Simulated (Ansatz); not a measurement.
## One atom moved along a line in P

These are results of DFT r2SCAN, scalar-relativistic, plane waves, PAW in Ansatz 0.2.0, not measurements. Settings: plane waves to 500 eV, k-mesh 8×1×6 (Γ-centred), Gaussian smearing 0.05 eV. No spin polarisation. Energies are free energies at this smearing, counted from the undisturbed cell; pressure is positive in compression.

Reference structure (relaxed at this level; this form isn't the usual structure):

```
P
1.0
     3.29049    0.00000    0.00000
     0.00000   34.85860    0.00000
     0.00000    0.00000    4.63613
P
4
Direct
  0.00000 0.97013 0.59148
  0.00000 0.02987 0.40852
  0.50000 0.02987 0.09148
  0.50000 0.97013 0.90852
```

The cell holds layers and no dispersion correction was added, so their binding is poorly described.

Atom 1 (P) is moved by x along the Cartesian unit vector (-1.000, 0.000, 0.000); the cell and all other atoms stay fixed.

```csv
x (Å),ΔE (meV/cell),force along x on the moved atoms (eV/Å),pressure (GPa),gap on the mesh (eV)
-0.2000,243.2,2.44,0.2,1.02
-0.1000,60.7,1.22,0.0,1.08
0.0000,0.0,0.00,0.0,1.10
0.1500,?,?,0.1,1.05
```

(1) Give the withheld values.

## Answers

(1) ΔE (meV/cell) at x (Å) = 0.1500: 136.7; force along x on the moved atoms (eV/Å) at x (Å) = 0.1500: -1.82.